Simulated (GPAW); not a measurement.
# Si (Cmce) in GPAW: single point with LDA

Aim: the single point of Si with LDA.

Program: GPAW 26.7.0. These are calculated values, not measurements. Logs are shortened: lines on timing, memory, paths and dates and some standing lists are left out, and cuts for length are marked. The log counts tension as positive stress, the text compression.

**1. The structure**

Symmetry: Cmce, No. 64, orthorhombic system. Conventional cell: a = 8.750 Å, b = 5.155 Å, c = 5.183 Å, α = 90.00°, β = 90.00°, γ = 90.00°. Around Si (site symmetry 2) lie 10 Si at 2.60 to 2.84 Å. Around Si (site symmetry m) lie 9 Si at 2.41 to 2.77 Å.

This isn't the form of Si at room conditions, which is diamond.

**2. Single point, LDA**

Contents of run.py:

```python
from ase import Atoms
from ase.dft.bandgap import bandgap
from ase.io import write
from ase.units import GPa
from gpaw import GPAW, PW

atoms = Atoms(['Si', 'Si', 'Si', 'Si', 'Si', 'Si', 'Si', 'Si'],
              cell=[[4.375222, -2.577344, 0.0],
                    [4.375222, 2.577344, 0.0],
                    [0.0, 0.0, 5.183067]],
              scaled_positions=[[0.794285, 0.794285, 0.0],
                                [0.294285, 0.294285, 0.5],
                                [0.205715, 0.205715, 0.0],
                                [0.705715, 0.705715, 0.5],
                                [0.15562, 0.84438, 0.67413],
                                [0.84438, 0.15562, 0.32587],
                                [0.34438, 0.65562, 0.17413],
                                [0.65562, 0.34438, 0.82587]],
              pbc=True)

calc = GPAW(mode=PW(450),
            xc='LDA',
            kpts={'size': (5, 5, 4), 'gamma': True},
            occupations={'name': 'fermi-dirac', 'width': 0.05},
            nbands=32,
            maxiter=120,
            txt='gpaw.txt')
atoms.calc = calc
energy = atoms.get_potential_energy()
forces = atoms.get_forces()
stress = atoms.get_stress()
calc.write('gs.gpw')
write('result.traj', atoms)
print(f'Energy: {energy:.6f} eV')
print('Forces (eV/A):')
print(forces.round(4))
print('Stress (GPa):', (stress / GPa).round(3))
print('Fermi level:', round(calc.get_fermi_level(), 4), 'eV')
print(f'Gap: {bandgap(calc)[0]:.4f} eV, direct: {bandgap(calc, direct=True)[0]:.4f} eV')
```

Potentials or basis: the program's PAW data sets (release 1.2.1) made for this functional, pw.

Run with:

```sh
> OMP_NUM_THREADS=1 python run.py
```

gpaw.txt:

```text
__  _  _
 | _ |_)|_||  |
 |__||  | ||/\| - 26.7.0

Input parameters:
  mode=PW(ecut=450.00000000000006),
  kpts=MonkhorstPack(size=(5, 5, 4), gamma=True),
  maxiter=120,
  nbands=32,
  occupations=Occupations(name='fermi-dirac', width=0.05),
  xc=XC(name='LDA')

Diagonalizing LCAO Hamiltonian
Converting LCAO to pw mode

              SiSi

          Si       Si
               Si
             Si
        Si           Si

Atoms  # Å, Bohr magnetons
|   | symbol |        x |         y |        z |    initial magnetic moments |
|---|--------|----------|-----------|----------|-----------------------------|
| 0 |     Si | 6.950346 | -0.000000 | 0.000000 | ( 0.0000,  0.0000,  0.0000) |
| 1 |     Si | 2.575124 |  0.000000 | 2.591534 | ( 0.0000,  0.0000,  0.0000) |
| 2 |     Si | 1.800098 | -0.000000 | 0.000000 | ( 0.0000,  0.0000,  0.0000) |
| 3 |     Si | 6.175320 |  0.000000 | 2.591534 | ( 0.0000,  0.0000,  0.0000) |
| 4 |     Si | 4.375222 |  1.775171 | 3.494061 | ( 0.0000,  0.0000,  0.0000) |
| 5 |     Si | 4.375222 | -1.775171 | 1.689006 | ( 0.0000,  0.0000,  0.0000) |
| 6 |     Si | 4.375222 |  0.802173 | 0.902527 | ( 0.0000,  0.0000,  0.0000) |
| 7 |     Si | 4.375222 | -0.802173 | 4.280540 | ( 0.0000,  0.0000,  0.0000) |

Unit cell  # Å
| periodic |        x |         y |        z |  lengths |    angles |
|----------|----------|-----------|----------|----------|-----------|
|      yes | 4.375222 | -2.577344 | 0.000000 | 5.077920 | 90.000000 |
|      yes | 4.375222 |  2.577344 | 0.000000 | 5.077920 | 90.000000 |
|      yes | 0.000000 |  0.000000 | 5.183067 | 5.183067 | 61.002747 |

Number of symmetries: 4
Symmetry operations  # r_c * U_cc + t_c -> r_c
|   | kind |            matrix            |
|---|------|------------------------------|
| 0 |  E   |  1, 0, 0,  0, 1, 0,  0, 0, 1 |
| 1 |  C2  |  0, 1, 0,  1, 0, 0,  0, 0,-1 |
| 2 |  σ   |  0,-1, 0, -1, 0, 0,  0, 0, 1 |
| 3 |  i   | -1, 0, 0,  0,-1, 0,  0, 0,-1 |

BZ-sampling:
  Number of BZ points: 100
  Number of IBZ points: 33

  Monkhorst-Pack size: [5, 5, 4]
  Monkhorst-Pack shift: [0.0, 0.0, 0.125]

K-points  # in reciprocal-cell coordinates
|     |                                coordinates |     weight |
|-----|--------------------------------------------|------------|
|   0 | (  0.00000000,   0.00000000,   0.00000000) | 0.01000000 |
|   1 | (  0.00000000,   0.00000000,   0.25000000) | 0.02000000 |
|   2 | (  0.00000000,   0.00000000,   0.50000000) | 0.01000000 |
|   3 | (  0.20000000,  -0.20000000,  -0.25000000) | 0.02000000 |
|   4 | (  0.20000000,  -0.20000000,   0.00000000) | 0.02000000 |
|   5 | (  0.20000000,  -0.20000000,   0.25000000) | 0.02000000 |
|   6 | (  0.20000000,  -0.20000000,   0.50000000) | 0.02000000 |
|   7 | (  0.20000000,   0.00000000,  -0.25000000) | 0.04000000 |
|   8 | (  0.20000000,   0.00000000,   0.00000000) | 0.04000000 |
|   9 | (  0.20000000,   0.00000000,   0.25000000) | 0.04000000 |
| ... |                                            |            |
|  32 | (  0.40000000,   0.40000000,   0.50000000) | 0.02000000 |

Plane wave coefficients: 2552
Cutoff: 450.00000000000006 eV

Spin-components: 1 (collinear spins)
Bands:           32
Projectors:      40
Spin-degeneracy: 2
Datatype:        complex128

Parallelization:
  kpt:    1
  domain: 1
  band:   1

Density:
  Valence electrons: 32.0
  Components: 1
  Grid points: [25 25 27]
  Charge: 0.0  # |e|

Potential:
  Grid points: [25 25 27]

species:
  Si:
    name:    Silicon
    Z:       14.0
    valence: 4
    core:    10
    charge:  0.0  # [|e|]
    compensation charges:
      type: gauss
      rc: 0.33  # [Å]
      lmax: 2
    cutoffs:
      filter: 1.86  # [Å]
      core: 2.06  # [Å]
    projectors
    | kind |    occ | energy [eV] | rcut [Å] |
    |------|--------|-------------|----------|
    |   3s |  2.000 |     -10.878 |    1.058 |
    |   3p |  2.000 |      -4.162 |    1.058 |
    |    s |        |      16.334 |    1.058 |
    |    p |        |      23.049 |    1.058 |
    |    d |        |       0.000 |    1.058 |

    Using partial waves for Si as LCAO basis

Reference energy: -62869.705464  # eV

eigensolver:
  PPCG
  Converge bands: occupied
  niter=2

density mixing:
  MSR1-Mixer
  Pratt-step length: 0.05
  Maximum mixing coefficient: 0.75
  Old densities: 10
  SVD Regularization: 0.005
  Good broyden scale: 1.0
  Trust region scale: 1.0
  Backstep threshold: 4.0
  History deletion threshold: 6.0
  Fourier metric: weight=20.0, sigma=0.015

occupation numbers:
  Fermi-Dirac:
    width: 0.0500  # eV

poisson solver:
  ecut: 3600.0000000000005  # eV

xc functional:
  name: None

convergence criteria:
- Maximum [total energy] change in last 3 cyles: 0.0005 eV / valence electron
- Maximum integral of absolute [dens]ity change: 0.0001 electrons / valence electron
- Maximum integral of absolute [eigenst]ate change: 4e-08 eV^2 / valence electron
maximum number of iterations: 120

SCF iterations
|iter     | |      energy | eigst |  dens |
|---------|-|-------------|-------|-------|
|iter:   1| |  -44.692453 | +0.00 |       |
|iter:   2| |  -44.695231 | -2.86 | -1.16 |
|iter:   3| |  -44.674468 | -3.01 | -1.19 |
|iter:   4| |  -44.674973 | -3.90 | -1.81 |
|iter:   5| |  -44.674848c| -4.86 | -2.50 |
|iter:   6| |  -44.674742c| -5.53 | -2.77 |
|iter:   7| |  -44.674742c| -7.72c| -3.46 |
|iter:   8| |  -44.674741c| -8.16c| -4.23c|

Converged in 8 steps
Energy contributions relative to reference atoms: (reference = -62869.705464)

Energy contributions:
  Kinetic:          38.917753
  Coulomb:         -25.828034
  Zero:             -0.150427
  External:          0.000000
  Xc:              -57.598841
  Entropy:          -0.030386
  Spinorbit:         0.000000
  ----------------------------
  Free energy:     -44.689934
  Extrapolated:    -44.674741

dipole moment: (-0.000049, -0.000000, -22.689730)  # |e|*Ang

Fermi level: 8.921
Eigenvalues  # (at kpt = [0.000, 0.000, 0.000])
| band index |      eig [eV] | occ [0-2] |
|------------|---------------|-----------|
|          0 |        -5.262 |     2.000 |
|        ... |               |           |
|         12 |         6.750 |     2.000 |
|         13 |         6.750 |     2.000 |
|         14 |         6.799 |     2.000 |
|         15 |         7.193 |     2.000 |
|         16 |         7.294 |     2.000 |
|         17 |         7.300 |     2.000 |
|         18 |         7.703 |     2.000 |
|         19 |         7.817 |     2.000 |
|         20 |         9.792 |     0.000 |
|         21 |        14.734 |     0.000 |
|         22 |        14.851 |     0.000 |
|         23 |        15.394 |     0.000 |
|         24 |        15.401 |     0.000 |
|         25 |        15.404 |     0.000 |
|         26 |        16.119 |     0.000 |
|         27 |        16.257 |     0.000 |
|        ... |               |           |
|         31 |        19.571 |     0.000 |

No gap
No difference between direct/indirect transitions

Forces  # eV/Ang
|        x |        y |        z |
|----------|----------|----------|
| -0.00009 |  0.00000 |  0.00000 |  # Si   0
| -0.00009 |  0.00000 |  0.00000 |  # Si   1
|  0.00009 |  0.00000 |  0.00000 |  # Si   2
|  0.00009 |  0.00000 |  0.00000 |  # Si   3
|  0.00000 |  0.06564 | -0.02157 |  # Si   4
|  0.00000 | -0.06564 |  0.02157 |  # Si   5
|  0.00000 | -0.06563 | -0.02164 |  # Si   6
|  0.00000 |  0.06563 |  0.02164 |  # Si   7

Stress tensor  # eV/Ang^3
|        x |        y |        z |
|----------|----------|----------|
| 0.013973 | 0.000000 | 0.000000 |
| 0.000000 | 0.019303 | 0.000000 |
| 0.000000 | 0.000000 | 0.019818 |

# Writing to gs.gpw (mode='')
```

Wall time 48 s (1 thread of Intel Xeon Platinum 8488C (Sapphire Rapids), shared host); peak memory 0.21 GiB.

What came out:

* Free energy: -44.6899 eV
* Pressure: -2.8 GPa
* Largest force: 0.069 eV/Å
* Band gap on the k mesh: none (metal or under the smearing width)

Forces in eV/Å, atoms in the order of the input:
```
Si   0.000  0.000  0.000
Si   0.000  0.000  0.000
Si   0.000  0.000  0.000
Si   0.000  0.000  0.000
Si   0.000  0.066 -0.022
Si   0.000 -0.066  0.022
Si   0.000 -0.066 -0.022
Si   0.000  0.066  0.022
```

Caveat: the cutoff is short for stress and forces, so pressures can be off by a GPa or more.
